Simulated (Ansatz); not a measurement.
# C: band gap under strain

How does strain move the band edges of C, lonsdaleite, and do the functionals agree on it? States: no strain; -5.0 % strain along x alone; -1.0 % strain along z alone.

Code: Ansatz 0.2.0. PAW datasets, plane waves. The values are computed, spin-unpolarised, and not measurements.

## Step 1: The cell

The unstrained cell was relaxed with r2SCAN; in each strained cell the atoms were relaxed again with r2SCAN. Names of k-points are those of the unstrained zone, where strain can split equivalent points. First state: no strain.

It is hexagonal, P6_3/mmc (No. 194); a = 2.503 Å, c = 4.169 Å in the conventional setting, 5.66 Å³ an atom. Around C lie 4 C at 1.54–1.56 Å.

Coordinates:

```cif
data_structure
_symmetry_space_group_name_H-M 'P6_3/mmc'
_symmetry_Int_Tables_number 194
_cell_length_a 2.5032
_cell_length_b 2.5032
_cell_length_c 4.1689
_cell_angle_alpha 90.000
_cell_angle_beta 90.000
_cell_angle_gamma 120.000
_cell_volume 22.62
loop_
_atom_site_label
_atom_site_type_symbol
_atom_site_symmetry_multiplicity
_atom_site_Wyckoff_symbol
_atom_site_fract_x
_atom_site_fract_y
_atom_site_fract_z
_atom_site_occupancy
C1 C 4 f 0.33333 0.66667 0.56273 1
```

## Step 2: No strain: PBE

The input, input.yaml:

```yaml
crystal:
  lattice:
    - [2.5031953718, 0.0, 0.0]
    - [-1.2515976859, 2.1678307826, 0.0]
    - [0.0, 0.0, 4.1688692921]
  atoms:
    - { symbol: C, position: [0.3333333333, 0.6666666667, 0.0002313166] }
    - { symbol: C, position: [0.6666666667, 0.3333333333, 0.5002313166] }
    - { symbol: C, position: [0.3333333333, 0.6666666667, 0.3747686834] }
    - { symbol: C, position: [0.6666666667, 0.3333333333, 0.8747686834] }
kpoints:
  mp_grid: { grid: [12, 12, 6] }
  band_path:
    path:
      - [0.0, 0.0, 0.0]
      - [0.5, 0.0, 0.0]
      - [0.3333333333, 0.3333333333, 0.0]
      - [0.0, 0.0, 0.5]
      - [0.5, 0.0, 0.5]
      - [0.3333333333, 0.3333333333, 0.5]
    npoints: 1
hamiltonian:
  xc: pbe
scf:
  occupations: { method: fermi_dirac, width: 0.02 }
  n_extra_bands: 5
output:
  forces: true
  stress: true
  eigenvalues: true
  write_density: true
  write_potential: true
  elf: true
  volumetric_format: npy
```

Run with:

```console
> ansatz run input.yaml --threads 2 --pin off --max-ram 2211MiB --backend cpu --events-out ev --progress --plain --runs-dir out
```

The runs that follow: No strain: r2SCAN; No strain: HSE06; -5.0 % strain along x alone: PBE; -5.0 % strain along x alone: r2SCAN; -5.0 % strain along x alone: HSE06; -1.0 % strain along z alone: PBE; -1.0 % strain along z alone: r2SCAN; -1.0 % strain along z alone: HSE06.

**Question.** What will these runs give?

As calculated:

Least gap in eV (negative: overlap), with the change from the unstrained cell in brackets:

| state | volume change (%) | PBE | r2SCAN | HSE06 |
| --- | --- | --- | --- | --- |
| no strain | +0.0 | 3.32 | 3.60 | 4.38 |
| -5.0 % strain along x alone | -5.0 | 2.77 (-0.55) | 3.04 (-0.56) | 3.83 (-0.55) |
| -1.0 % strain along z alone | -1.0 | 3.30 (-0.02) | 3.57 (-0.03) | 4.35 (-0.03) |

What this shows: The largest move of the HSE06 gap in the table is -0.546 eV, under -5.0 % strain along x alone. PBE and HSE06 differ by 1.05 eV on the unstrained gap, and by at most 0.00 eV on its change: the two disagree on the size of the gap but agree on its response to strain.
